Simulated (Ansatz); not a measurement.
Runs of Ansatz 0.2.0 on TePt. It takes space group P-6m2 (No. 187, hexagonal). The conventional cell has a = 3.955 Å, b = 3.955 Å, c = 3.860 Å, α = 90.00°, β = 90.00°, γ = 120.00°. Pt (site symmetry -6m2) is surrounded by 6 Te at 2.99 Å. Around Te (site symmetry -6m2) lie 6 Pt at 2.99 Å. Measurements of this composition are mostly on another form, of space group No. 166.

| level | spin | U | fixed moment (μB) | gap on the mesh (eV) | pressure (GPa) | moment (μB) |
| --- | --- | --- | --- | --- | --- | --- |
| LDA+U | collinear, ferromagnetic start | Pt d U = 7 eV | 2.0 | - | -11.0 | - |
| LDA+U | collinear, random start | Pt d U = 4 eV | - | none | (a) | 0.00 |
| LDA+U | collinear, ferromagnetic start | Pt d U = 7 eV | - | none | -15.9 | 0.00 |
| LDA+U | collinear, program default start | Pt d U = 7 eV | - | none | -15.9 | 0.00 |

Alike in all rows: task single point; potentials or basis all-electron LAPW, scalar-relativistic; cell as given; k mesh 6 × 6 × 5; cutoff (eV) 218; smearing gaussian 0.05 eV; basis error allowed 0.001 eV/atom.

Problem. Estimate the missing entries.

Solution. (a) -16.5.

Caveats: the k mesh is thin for a metal, which can move the energy by tens of meV per atom; U is the effective U less J, on atomic orbitals that reach past the spheres; the U is typed as a test and isn't derived for this compound; the starting moments weren't kept (some runs); the total moment is fixed, so each spin has its own Fermi level (some runs).

A k mesh can miss the band edges, and the runs leave out spin-orbit coupling on Pt, Te.

A gap of «none» marks a metal or a gap under the smearing width.
